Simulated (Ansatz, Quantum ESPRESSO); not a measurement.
## One calculation of FeSi, 3 ways

```xyz
8
Lattice="4.5507 0.0000 0.0000 0.0000 4.5507 0.0000 0.0000 0.0000 4.5507" Properties=species:S:1:pos:R:3 pbc="T T T"
Fe    3.9294    2.8966    1.6541
Fe    2.8966    1.6541    3.9294
Fe    1.6541    3.9294    2.8966
Fe    0.6213    0.6213    0.6213
Si    0.7172    1.5582    2.9925
Si    1.5582    2.9925    0.7172
Si    2.9925    0.7172    1.5582
Si    3.8335    3.8335    3.8335
```

Alike in all runs: task band structure; functional PBEsol; k mesh 6 × 6 × 6; occupations fermi-dirac, width 0.05 eV; collinear spin, ferromagnetic start; no spin-orbit coupling. Pressure is positive in compression and, in plane waves, holds the error of the finite cutoff, which Ansatz's Pulay term estimates and takes out.

```tsv
program and potentials	plane-wave cutoff (eV)	notes	pressure (GPa)	net moment per atom (μB)	largest force (eV/Å)
Ansatz, Ansatz PAW	420	potentials made for PBE, which Ansatz adapts in part; Pulay term of +0.07 GPa included	-16.85	0.45	0.081
Ansatz, all-electron LAPW, scalar-relativistic	-	-	-16.78	0.45	0.081
Quantum ESPRESSO, GBRV 1.5 PBEsol	762	-	-16.57	0.47	0.071
```

Force on atom 4 (Fe), eV/Å:

```json
{"program and potentials": "Ansatz, Ansatz PAW", "x": "-0.047", "y": "-0.047", "z": "-0.047"}
{"program and potentials": "Ansatz, all-electron LAPW, scalar-relativistic", "x": "-0.047", "y": "-0.047", "z": "-0.047"}
{"program and potentials": "Quantum ESPRESSO, GBRV 1.5 PBEsol", "x": "-0.035", "y": "-0.035", "z": "-0.035"}
```

The pressure spans -16.85 (Ansatz, Ansatz PAW) to -16.57 GPa (Quantum ESPRESSO, GBRV 1.5 PBEsol), with all-electron results at -16.78. The net moment per atom spans 0.45 (Ansatz, Ansatz PAW) to 0.47 μB (Quantum ESPRESSO, GBRV 1.5 PBEsol), with all-electron results at 0.45. The cell lies far from this level's equilibrium. The state is the one that the start led to, which needn't be the lowest.

The functional is the same throughout but for its coding, so the spread measures potentials, basis and numerics; runs on potential files found faulty are left out.

All three calculations describe a stretched FeSi lattice that would contract if released, and all carry a net moment. This contrasts with the real compound, a narrow-gap semiconductor without magnetic order at low temperature. The likely causes are the expanded cell and the ferromagnetic start: longer Fe-Si contacts weaken the Fe 3d-Si 3p hybridization that opens the gap, narrow the d bands and favour exchange splitting. The moment probably sits mainly on Fe, and it doesn't add up to a whole number of Bohr magnetons per cell, which suggests a metal with both spin channels partly filled at the Fermi level rather than a half-metal.

The force on the listed Fe atom points along its threefold axis, as symmetry requires, so the internal coordinate isn't relaxed either. Its size differs between programs proportionally far more than the pressure does, perhaps through the Fe pseudopotential and the slightly different moment. The agreement on pressure therefore doesn't guarantee equally close agreement on relaxed atomic positions.
